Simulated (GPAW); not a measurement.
Crystal: Rh.

```xyz
1
Lattice="0.0000 1.8979 1.8979 1.8979 0.0000 1.8979 1.8979 1.8979 0.0000" Properties=species:S:1:pos:R:3 pbc="T T T"
Rh    0.0000    0.0000    0.0000
```

```yaml
Program: GPAW 26.7.0
Task: relaxation of cell and atoms
Functional: PBEsol
Dispersion: D4
Potentials_or_basis: PAW data sets generated in the run's folder for this functional
Cutoff: 600 eV
Basis: pw
k_mesh: 12 × 12 × 12
Occupations: fermi-dirac, width 0.05 eV
Spin: no spin polarisation
```

At the start: pressure -6.6 GPa; volume 13.67 Å³/atom.

Q: Where does the relaxation end?

A: Over 3 steps the energy falls by 6.5 meV/atom and the volume is 13.37 Å³/atom (-2.2 %); space group Fm-3m (No. 225, to 0.05 Å).

Step by step:
```csv
step,energy change (eV),largest force (eV/Å),pressure (GPa),volume (Å³)
1,0.0000,0.0000,-6.58,13.67
2,-0.0065,0.0000,0.47,13.35
3,-0.0065,0.0000,-0.02,13.37
```

Final structure:
```
CELL_PARAMETERS angstrom
0.00000 1.88367 1.88367
1.88367 0.00000 1.88367
1.88367 1.88367 0.00000
ATOMIC_POSITIONS crystal
Rh 0.00000 0.00000 0.00000
```

Caveat: later steps reuse the first step's grids; pairwise dispersion overbinds metals, which lowers pressure and volume.
